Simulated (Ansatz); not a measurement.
**NaH: reading a single point**

```yaml
crystal:
  lattice:
    - [0.00000, 2.43945, 2.43945]
    - [2.43945, 0.00000, 2.43945]
    - [2.43945, 2.43945, 0.00000]
  atoms:
    - { symbol: Na, position: [0.00000, 0.00000, 0.00000] }
    - { symbol: H, position: [0.50000, 0.50000, 0.50000] }
```

Level: r2SCAN, no spin polarisation; 500 eV; 9×9×9 Γ-centred mesh; cold occupations (width 0.0181 eV); Ansatz 0.2.0, fixed geometry.

Contacts: Na–H at 2.44 Å: least valence density 0.07 e/Å³ and ELF 0.02 there, a closed-shell (ionic or weak) contact. Both are smooth PAW fields, read partly inside the augmentation spheres.
Charges: Bader charges in e: Na +0.83, H -0.83. In the mean Na gives up most and H takes most.
Electronic structure: The gap is 4.31 eV, indirect (the least direct gap found is 5.15 eV). A semilocal functional usually gives too small a gap.
Band edges: Within 0.7 eV of the edges, the states project mainly on H s (93 %) below the gap and on Na s (83 %) above it.

Origin: a database entry at a rescaled volume. Caveats: the mesh misses a band edge that the path finds.
